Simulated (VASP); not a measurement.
# Ge (Fd-3m) in VASP: a series of runs

The runs below take Ge through elastic constants, band structure, with PBE, LDA, r2SCAN.

Program: VASP 6.6.1. These are calculated values, not measurements. Logs are shortened: lines on timing, memory, paths and dates and some standing lists are left out, and cuts for length are marked.

**What was measured.**

From “Electronic and optical properties of SixGe1-x-ySny alloys lattice-matched to Ge”, 2021, arxiv:2109.02782, for a bulk crystal of Ge: band gap 0.807 eV (direct) at 300 K; band gap 0.666 eV (indirect) at 293 K.

The results are compared with them further down.

## Step 1: The structure

Symmetry: Fd-3m, No. 227, cubic system. Conventional cell: a = 5.761 Å, b = 5.761 Å, c = 5.761 Å, α = 90.00°, β = 90.00°, γ = 90.00°. Ge (site symmetry -43m) has 4 Ge at 2.49 Å as nearest neighbours.

## Step 2: Elastic constants, PBE

The input, POSCAR:

```
Ge
1.0
   -0.0000000000      2.8805013358      2.8805013358
    2.8805013358      0.0000000000      2.8805013358
    2.8805013358      2.8805013358      0.0000000000
  Ge
     2
Direct
     1.0000000000000000    1.0000000000000000    1.0000000000000000
     0.2500000000000000    0.2500000000000000    0.2500000000000000
```

The input, INCAR.step1:

```
ALGO     = Fast           # electronic algorithm
EDIFF    = 1E-8           # SCF threshold, eV
EDIFFG   = -0.002         # ionic threshold
ENCUT    = 600            # plane-wave cutoff, eV
GGA      = PE             # functional
IBRION   = 2              # ionic algorithm
ISIF     = 3              # what is computed and relaxed
ISMEAR   = 0              # smearing method
LASPH    = True           # aspherical terms in the spheres
LCHARG   = False          # write CHGCAR
LREAL    = False          # projectors in reciprocal space
LWAVE    = False          # write WAVECAR
NELM     = 80             # most SCF steps
NSW      = 40             # ionic steps
PREC     = Accurate       # precision mode
SIGMA    = 0.03           # smearing width, eV
```

The input, INCAR.step2:

```
ALGO     = Fast           # electronic algorithm
EDIFF    = 1E-8           # SCF threshold, eV
ENCUT    = 600            # plane-wave cutoff, eV
GGA      = PE             # functional
IBRION   = 6              # ionic algorithm
ISIF     = 3              # what is computed and relaxed
ISMEAR   = 0              # smearing method
LASPH    = True           # aspherical terms in the spheres
LCHARG   = False          # write CHGCAR
LREAL    = False          # projectors in reciprocal space
LWAVE    = False          # write WAVECAR
NELM     = 80             # most SCF steps
NFREE    = 2            
NSW      = 1              # ionic steps
POTIM    = 0.015          # step
PREC     = Accurate       # precision mode
SIGMA    = 0.03           # smearing width, eV
```

The input, KPOINTS:

```
k-points
0
Gamma
  10 10 10
```

Potentials or basis: VASP PAW PBE potentials, release 64 (Ge_d).

Command:

```console
$ cat potpaw_PBE.64/Ge_d/POTCAR > POTCAR
$ cp INCAR.step1 INCAR
$ mpirun -np 1 vasp_std > vasp.out
$ cp CONTCAR POSCAR
$ cp INCAR.step2 INCAR
$ mpirun -np 1 vasp_std > vasp.out
```

OUTCAR:

```text
EDIFF = 1E-8
   ENCUT = 600
   GGA = PE
   IBRION = 6
   ISIF = 3
   ISMEAR = 0
   LASPH = True
   LREAL = False
   NELM = 80
   NFREE = 2
   NSW = 1
   POTIM = 0.015
   PREC = Accurate

 ion  position               nearest neighbor table
   1  0.000  0.000  0.000-   2 2.49   2 2.49   2 2.49   2 2.49
   2  0.250  0.250  0.250-   1 2.49   1 2.49   1 2.49   1 2.49

  LATTYP: Found a face centered cubic cell.
 ALAT       =     5.7603700190

  Lattice vectors:

 A1 = (   0.0000000000,   2.8801850095,   2.8801850095)
 A2 = (   2.8801850095,   0.0000000000,   2.8801850095)
 A3 = (   2.8801850095,   2.8801850095,   0.0000000000)

Analysis of symmetry for initial positions (statically):
=====================================================================
 Subroutine PRICEL returns:
 Original cell was already a primitive cell.

 Routine SETGRP: Setting up the symmetry group for a
 face centered cubic supercell.

 Subroutine GETGRP returns: Found 48 space group operations
 (whereof 24 operations were pure point group operations)
 out of a pool of 48 trial point group operations.

The static configuration has the point symmetry T_d .
 The point group associated with its full space group is O_h .

Analysis of symmetry for dynamics (positions and initial velocities):
=====================================================================
 Subroutine PRICEL returns:
 Original cell was already a primitive cell.

 Routine SETGRP: Setting up the symmetry group for a
 face centered cubic supercell.

 Subroutine GETGRP returns: Found 48 space group operations
 (whereof 24 operations were pure point group operations)
 out of a pool of 48 trial point group operations.

The dynamic configuration has the point symmetry T_d .
 The point group associated with its full space group is O_h .

 Subroutine INISYM returns: Found 48 space group operations
 (whereof 24 operations are pure point group operations),
 and found     1 'primitive' translations

----------------------------------------------------------------------------------------

                                     Primitive cell

  volume of cell :      47.7850

  direct lattice vectors                    reciprocal lattice vectors
     0.000000000  2.880185010  2.880185010    -0.173599959  0.173599959  0.173599959
     2.880185010  0.000000000  2.880185010     0.173599959 -0.173599959  0.173599959
     2.880185010  2.880185010  0.000000000     0.173599959  0.173599959 -0.173599959

  length of vectors
     4.073196703  4.073196703  4.073196703     0.300683949  0.300683949  0.300683949

  position of ions in fractional coordinates (direct lattice)
     0.000000000  0.000000000  0.000000000
     0.250000000  0.250000000  0.250000000

  ion indices of the primitive-cell ions
   primitive index   ion index
                 1           1
                 2           2

----------------------------------------------------------------------------------------

 KPOINTS: k-points

Automatic generation of k-mesh.
 Grid dimensions read from file:
 generate k-points for:   10   10   10

 Generating k-lattice:

  Cartesian coordinates                     Fractional coordinates (reciprocal lattice)
    -0.017359996  0.017359996  0.017359996     0.100000000  0.000000000  0.000000000
     0.017359996 -0.017359996  0.017359996     0.000000000  0.100000000  0.000000000
[... 100 lines left out ...]

 number of electron      28.0000001 magnetization

 Free energy of the ion-electron system (eV)
  ---------------------------------------------------
  ext. energy  EPLUGINS =         0.00000000
  ---------------------------------------------------
  free energy    TOTEN  =        -9.03384470 eV

  energy without entropy =       -9.03376062  energy(sigma->0) =       -9.03380266

------------------------ aborting loop because EDIFF is reached ----------------------------------------

  FORCE on cell =-STRESS in cart. coord.  units (eV):
  Direction    XX          YY          ZZ          XY          YZ          ZX
  --------------------------------------------------------------------------------------
  -------------------------------------------------------------------------------------
  Total        0.0002950      0.0002950      0.0002950      0.0000000      0.0000000     -0.0000000
  in kB        0.0098901      0.0098901      0.0098901      0.0000000      0.0000000     -0.0000000
  external PRESSURE =       0.0098901 kB  Pullay stress =       0.0000000 kB
[... 89 lines left out ...]
  FREE ENERGIE OF THE ION-ELECTRON SYSTEM (eV)
  ---------------------------------------------------
  free  energy   TOTEN  =        -9.0304156722 eV

  energy  without entropy=       -9.0304103952  energy(sigma->0) =       -9.03041303

 E-fermi :   4.6337     XC(G=0):  -9.7417

 val. band max:        4.5852584262   @ k =   0.0000   0.0000   0.0000
 cond. band min:       4.6878738859   @ k =   0.5000   0.0000   0.0000
 fundamental gap:      0.1026154597
 Fermi energy:         4.6336543219

 k-point     1 :       0.0000    0.0000    0.0000
  band No.  band energies     occupation
      1     -20.1433      2.00000
      2     -20.1404      2.00000
      3     -20.1404      2.00000
      4     -20.1084      2.00000
      5     -20.1079      2.00000
      6     -19.9199      2.00000
[... 493 lines left out ...]
     17      11.2737      0.00000
     18      11.7819      0.00000

 [... further k-points ...]

[... ionic steps 4 to 12 ...]

--------------------------------------- Ionic step       13  -------------------------------------------

 number of electron      28.0000000 magnetization

------------------------ aborting loop because EDIFF is reached ----------------------------------------
[... 67 lines left out ...]
--------------------------------------- Ionic step       15  -------------------------------------------

 number of electron      28.0000001 magnetization

 Free energy of the ion-electron system (eV)
  ---------------------------------------------------
  ext. energy  EPLUGINS =         0.00000000
  ---------------------------------------------------
  free energy    TOTEN  =        -8.99423969 eV

  energy without entropy =       -8.99415582  energy(sigma->0) =       -8.99419775

 E-fermi :   4.5771     XC(G=0):  -9.6721

 val. band max:        4.5636064271   @ k =   0.4000   0.0000   0.0000
 cond. band min:       4.6123186738   @ k =   0.0000   0.4000   0.0000
 fundamental gap:      0.0487122467
 Fermi energy:         4.5771139708

 k-point     1 :       0.0000    0.0000    0.0000
  band No.  band energies     occupation
      1     -20.2660      2.00000
      2     -20.2628      2.00000
      3     -20.2587      2.00000
      4     -20.2306      2.00000
      5     -20.2301      2.00000
      6     -20.0481      2.00000
[... 524 lines left out ...]
  FREE ENERGIE OF THE ION-ELECTRON SYSTEM (eV)
  ---------------------------------------------------
  free  energy   TOTEN  =        -8.9942396872 eV

  energy  without entropy=       -8.9941558208  energy(sigma->0) =       -8.99419775

 INTERNAL STRAIN TENSORS FROM STRAINED CELLS
 ============================================

 INTERNAL STRAIN TENSOR FOR ION    1 for displacements in x,y,z  (eV/Angst):
          X           Y           Z          XY          YZ          ZX
  --------------------------------------------------------------------------------
  x    -0.00000     0.00000    -0.00000     0.00000     7.60247     0.00000
  y     0.00000     0.00000    -0.00000     0.00000     0.00000     7.60096
  z    -0.00000     0.00000    -0.00000     7.60181     0.00000     0.00000

 INTERNAL STRAIN TENSORS FROM DISPLACED ATOMS
 ============================================

 INTERNAL STRAIN TENSOR FOR ION    1 for displacements in x,y,z  (eV/Angst):
          X           Y           Z          XY          YZ          ZX
  --------------------------------------------------------------------------------
  x     0.00000     0.00000     0.00000     0.00000     7.15836     0.00000
  y     0.00000     0.00000     0.00000     0.00000     0.00000     7.15836
  z     0.00000     0.00000     0.00000     7.15836     0.00000     0.00000

 INTERNAL STRAIN TENSOR FOR ION    2 for displacements in x,y,z  (eV/Angst):
          X           Y           Z          XY          YZ          ZX
  --------------------------------------------------------------------------------
  x     0.00000    -0.00000    -0.00000     0.00000    -7.15836     0.00000
  y    -0.00000     0.00000    -0.00000     0.00000     0.00000    -7.15836
  z    -0.00000    -0.00000     0.00000    -7.15836     0.00000     0.00000

 Eigenvectors and eigenvalues of the dynamical matrix
 ----------------------------------------------------

   1 f  =    8.471520 THz    53.228131 2PiTHz  282.579495 cm-1    35.035376 meV
             X         Y         Z           dx          dy          dz
      0.000000  0.000000  0.000000     0.000000   -0.707107    0.000000
      1.440093  1.440093  1.440093     0.000000    0.707107    0.000000
[... 21 lines left out ...]
   6 f  =    0.000000 THz     0.000000 2PiTHz    0.000000 cm-1     0.000000 meV
             X         Y         Z           dx          dy          dz
      0.000000  0.000000  0.000000     0.000000    0.000000    0.707107
      1.440093  1.440093  1.440093     0.000000    0.000000    0.707107

--------------------------------------------------------------------------------------------------------

 ELASTIC MODULI CONTR FROM IONIC RELAXATION (kBar)
 Direction    XX          YY          ZZ          XY          YZ          ZX
 --------------------------------------------------------------------------------
 XX          -0.0000     -0.0000     -0.0000     -0.0000      0.0000     -0.0000
 YY          -0.0000     -0.0000     -0.0000     -0.0000     -0.0000      0.0000
 ZZ          -0.0000     -0.0000     -0.0000      0.0000     -0.0000     -0.0000
 XY          -0.0000     -0.0000      0.0000   -161.1606      0.0000      0.0000
 YZ           0.0000     -0.0000     -0.0000      0.0000   -161.1606      0.0000
 ZX          -0.0000      0.0000     -0.0000      0.0000      0.0000   -161.1606
 --------------------------------------------------------------------------------

 TOTAL ELASTIC MODULI (kBar)
 Direction    XX          YY          ZZ          XY          YZ          ZX
 --------------------------------------------------------------------------------
 XX        1022.3665    369.5034    369.5034     -0.0000      0.0000     -0.0000
 YY         369.5034   1022.3665    369.5034     -0.0000     -0.0000      0.0000
 ZZ         369.5034    369.5034   1022.3665      0.0000     -0.0000     -0.0000
 XY          -0.0000     -0.0000      0.0000    542.9186      0.0000      0.0000
 YZ           0.0000     -0.0000     -0.0000      0.0000    542.9186      0.0000
 ZX          -0.0000      0.0000     -0.0000      0.0000      0.0000    542.9186
 --------------------------------------------------------------------------------
```

It took 41 min on 1 thread of Intel Xeon Platinum 8259CL at 2.50GHz (Skylake/Cascade Lake), shared host; peak memory 0.55 GiB.

What came out:

```yaml
Elastic_constants_C11_C12_C44: 102, 37, 54 GPa
Voigt_bulk_modulus: 59 GPa
Highest_phonon_frequency_at_Γ: 283 cm⁻¹
```

Phonon frequencies in cm⁻¹ (negative: imaginary):
| q point | frequencies |
| --- | --- |
| (0.000, 0.000, 0.000) | 0 0 0 283 283 283 |

Elastic tensor in Voigt notation (GPa, in the Cartesian axes of the cell as first typed):
```
102  37  37   0   0   0
 37 102  37   0   0   0
 37  37 102   0   0   0
  0   0   0  54   0   0
  0   0   0   0  54   0
  0   0   0   0   0  54
```

Clamped-ion elastic tensor (GPa):
```
102  37  37   0   0   0
 37 102  37   0   0   0
 37  37 102   0   0   0
  0   0   0  70   0   0
  0   0   0   0  70   0
  0   0   0   0   0  70
```

(Continued in part 2 of 2.)
